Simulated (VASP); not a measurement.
# CoPtO₂: response to an epitaxial strain, by functional

CoPtO₂, R-3m (no. 166), 12 atoms in the cell.

| Functional | d ln c / d ln a, c relaxed at each in-plane lattice | Biaxial modulus (GPa) | Time (s) |
|---|---|---|---|
| PBE | -0.49 | 416 | 1379 |
| RPBE | -0.47 | 382 | 1775 |

Limits: a metal's c can move with the k mesh, which wasn't varied here.

## Input of the first row

INCAR.step1:
```
SYSTEM = CoPtO2
ALGO     = Normal         ! electronic algorithm
EDIFF    = 1E-7           ! SCF threshold, eV
EDIFFG   = -0.01          ! ionic threshold
ENCUT    = 550            ! plane-wave cutoff, eV
IBRION   = 2              ! ionic algorithm
ISIF     = 3              ! what is computed and relaxed
ISMEAR   = 1              ! smearing method
ISPIN    = 2              ! spin polarisation
KPAR     = 8            
LASPH    = .True.         ! aspherical terms in the spheres
LCHARG   = .False.        ! write CHGCAR
LMAXMIX  = 4              ! l up to which the mixer works
LREAL    = .False.        ! projectors in reciprocal space
LWAVE    = .False.        ! write WAVECAR
MAGMOM   = 0 0 0 2 2 2 0 0 0 0 0 0 ! initial moments
NELM     = 100            ! most SCF steps
NSW      = 40             ! ionic steps
POTIM    = 0.5            ! step
PREC     = Accurate       ! precision mode
SIGMA    = 0.1            ! smearing width, eV
```

INCAR.step2, as INCAR.step1 but for:
```
+ LATTICE_CONSTRAINTS = .FALSE. .FALSE. .TRUE.
```

KPOINTS:
```
k-points
0
Gamma
  11 11 2
```

POSCAR.step1:
```
CoPtO2
1.0
    2.8245398300      0.0000000000      0.0000000000
   -1.4122699200      2.4461232500      0.0000000000
    0.0000000000      0.0000000000     17.8181673300
Pt Co O
3 3 6
Direct
    0.0000000000      0.0000000000      0.0000000000
    0.6666666700      0.3333333300      0.3333333300
    0.3333333300      0.6666666700      0.6666666700
    0.3333333300      0.6666666700      0.1666666700
    0.0000000000      0.0000000000      0.5000000000
    0.6666666700      0.3333333300      0.8333333300
    0.0000000000      0.0000000000      0.1122440300
    0.6666666700      0.3333333300      0.2210893000
    0.6666666700      0.3333333300      0.4455773600
    0.3333333300      0.6666666700      0.5544226400
    0.3333333300      0.6666666700      0.7789107000
    0.0000000000      0.0000000000      0.8877559700
```

POSCAR.step2:
```
CoPtO2
1.0
    2.8543650826     -0.0000000001      0.0000000000
   -1.4271825464      2.4719526766      0.0000000000
    0.0000000000      0.0000000000     17.8793742399
Pt Co O
3 3 6
Direct
    0.0000000000      0.0000000000      1.0000000000
    0.6666666700      0.3333333300      0.3333333300
    0.3333333300      0.6666666700      0.6666666700
    0.3333333300      0.6666666700      0.1666666700
    1.0000000000      0.0000000000      0.5000000000
    0.6666666700      0.3333333300      0.8333333300
    1.0000000000      0.0000000000      0.1122545208
    0.6666666700      0.3333333300      0.2210788092
    0.6666666700      0.3333333300      0.4455878508
    0.3333333300      0.6666666700      0.5544121492
    0.3333333300      0.6666666700      0.7789211908
    0.0000000000      1.0000000000      0.8877454792
```

POSCAR.step3:
```
CoPtO2
1.0
    2.7972777809     -0.0000000001      0.0000000000
   -1.3986388955      2.4225136230      0.0000000000
    0.0000000000      0.0000000000     17.8793742399
Pt Co O
3 3 6
Direct
    0.0000000000      0.0000000000      1.0000000000
    0.6666666700      0.3333333300      0.3333333300
    0.3333333300      0.6666666700      0.6666666700
    0.3333333300      0.6666666700      0.1666666700
    1.0000000000      0.0000000000      0.5000000000
    0.6666666700      0.3333333300      0.8333333300
    1.0000000000      0.0000000000      0.1122545208
    0.6666666700      0.3333333300      0.2210788092
    0.6666666700      0.3333333300      0.4455878508
    0.3333333300      0.6666666700      0.5544121492
    0.3333333300      0.6666666700      0.7789211908
    0.0000000000      1.0000000000      0.8877454792
```

POSCAR.step4:
```
CoPtO2
1.0
    2.8258214318     -0.0000000001      0.0000000000
   -1.4129107209      2.4472331498      0.0000000000
    0.0000000000      0.0000000000     17.8793742399
Pt Co O
3 3 6
Direct
    0.0000000000      0.0000000000      1.0000000000
    0.6666666700      0.3333333300      0.3333333300
    0.3333333300      0.6666666700      0.6666666700
    0.3333333300      0.6666666700      0.1666666700
    1.0000000000      0.0000000000      0.5000000000
    0.6666666700      0.3333333300      0.8333333300
    1.0000000000      0.0000000000      0.1122545208
    0.6666666700      0.3333333300      0.2210788092
    0.6666666700      0.3333333300      0.4455878508
    0.3333333300      0.6666666700      0.5544121492
    0.3333333300      0.6666666700      0.7789211908
    0.0000000000      1.0000000000      0.8877454792
```

POSCAR.step5:
```
CoPtO2
1.0
    2.8829087334     -0.0000000001      0.0000000000
   -1.4414543719      2.4966722033      0.0000000000
    0.0000000000      0.0000000000     17.8793742399
Pt Co O
3 3 6
Direct
    0.0000000000      0.0000000000      1.0000000000
    0.6666666700      0.3333333300      0.3333333300
    0.3333333300      0.6666666700      0.6666666700
    0.3333333300      0.6666666700      0.1666666700
    1.0000000000      0.0000000000      0.5000000000
    0.6666666700      0.3333333300      0.8333333300
    1.0000000000      0.0000000000      0.1122545208
    0.6666666700      0.3333333300      0.2210788092
    0.6666666700      0.3333333300      0.4455878508
    0.3333333300      0.6666666700      0.5544121492
    0.3333333300      0.6666666700      0.7789211908
    0.0000000000      1.0000000000      0.8877454792
```

POSCAR.step6:
```
CoPtO2
1.0
    2.9114523843     -0.0000000001      0.0000000000
   -1.4557261973      2.5213917301      0.0000000000
    0.0000000000      0.0000000000     17.8793742399
Pt Co O
3 3 6
Direct
    0.0000000000      0.0000000000      1.0000000000
    0.6666666700      0.3333333300      0.3333333300
    0.3333333300      0.6666666700      0.6666666700
    0.3333333300      0.6666666700      0.1666666700
    1.0000000000      0.0000000000      0.5000000000
    0.6666666700      0.3333333300      0.8333333300
    1.0000000000      0.0000000000      0.1122545208
    0.6666666700      0.3333333300      0.2210788092
    0.6666666700      0.3333333300      0.4455878508
    0.3333333300      0.6666666700      0.5544121492
    0.3333333300      0.6666666700      0.7789211908
    0.0000000000      1.0000000000      0.8877454792
```

Commands (each step's output is kept before the next begins):
```
cat potpaw_PBE.64/Pt/POTCAR potpaw_PBE.64/Co/POTCAR potpaw_PBE.64/O/POTCAR > POTCAR
cp INCAR.step1 INCAR
cp POSCAR.step1 POSCAR
mpirun -np 8 vasp_std > vasp.out
# POSCAR: the relaxed cell with a and b scaled by 1
cp INCAR.step2 INCAR
cp POSCAR.step2 POSCAR
mpirun -np 8 vasp_std > vasp.out
# POSCAR: the relaxed cell with a and b scaled by 0.98
cp POSCAR.step3 POSCAR
mpirun -np 8 vasp_std > vasp.out
# POSCAR: the relaxed cell with a and b scaled by 0.99
cp POSCAR.step4 POSCAR
mpirun -np 8 vasp_std > vasp.out
# POSCAR: the relaxed cell with a and b scaled by 1.01
cp POSCAR.step5 POSCAR
mpirun -np 8 vasp_std > vasp.out
# POSCAR: the relaxed cell with a and b scaled by 1.02
cp POSCAR.step6 POSCAR
mpirun -np 8 vasp_std > vasp.out
```

Changes of the last row against the first:
```
(all steps)
+ GGA = RP
```

VASP 6.6.1 took 1379 s on 8 cores (Intel Xeon 6975P-C (Granite Rapids)), a shared host.
